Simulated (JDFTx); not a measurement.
Write the native input for JDFTx 1.7.0 (patched build) that does the following.

- Task: single point
- Functional: PBE
- Potentials or basis: PseudoDojo-SR-PBE-0.5-standard
- Cutoff: 1143 eV
- Density cutoff: 9143 eV
- k mesh: 13 × 13 × 13
- Occupations: fermi-dirac, width 0.05 eV
- Spin: no spin polarisation
- Bands: 9
- Density cutoff over wavefunction cutoff: 8
- Max SCF steps: 100
- SCF threshold on the energy: 1e-09 Ha
- Solver of the electrons: scf
- Further solve for the empty bands: yes

BN:

```xyz
2
Lattice="0.0000 3.4953 2.1661 1.2516 0.0000 2.1661 1.2516 3.4953 0.0000" Properties=species:S:1:pos:R:3 pbc="T T T"
N     1.2820    3.4522    2.9421
B     1.2499    3.4875    0.0322
```

The cell comes from a database or a generator and needn't be the stable form of this composition.

The cell isn't the ideal one: atoms moved at random, drawn with an rms of 0.05 Å.

These files were run (other wordings do the same):

BN.in

```
lattice \
    0.0000000000     2.3652418778     2.3652418778 \
    6.6051896378     0.0000000000     6.6051896378 \
    4.0933192046     4.0933192046     0.0000000000
coords-type Lattice
ion N      0.6608190000     0.6974220000     0.3268340000 1
ion B      0.0070130000     0.0078650000     0.9907430000 1

ion-species pseudo/N.upf
ion-species pseudo/B.upf
elec-cutoff 42 336
elec-ex-corr gga-PBE
kpoint-folding 13 13 13
elec-smearing Fermi 0.0018374661
elec-n-bands 9
electronic-SCF nIterations 100 energyDiffThreshold 1e-09
electronic-minimize nIterations 30 energyDiffThreshold 1e-7
converge-empty-states yes
forces-output-coords Cartesian

dump-name run.$VAR
dump End Ecomponents EigStats BandEigs Kpoints Forces Stress
```

Potentials or basis: PseudoDojo-SR-PBE-0.5-standard.

Command:

```console
$ jdftx -c 1 -i BN.in -o BN.out
```

Results of the run:

```json
{
 "Pressure": "3.4 GPa",
 "Largest force": "1.605 eV/Å",
 "Band gap on the k mesh": "3.75 eV, indirect (least direct gap 4.67 eV)",
 "Loewdin charges": "N -0.39; B +0.44 e"
}
```

Caveat: the empty levels aren't tightly converged; an odd mesh through Γ misses points on the zone boundary, where band edges often lie.

It took 10 min on 1 thread of AMD EPYC 9R14 (Zen 4), on a shared host, peak memory 0.76 GiB.
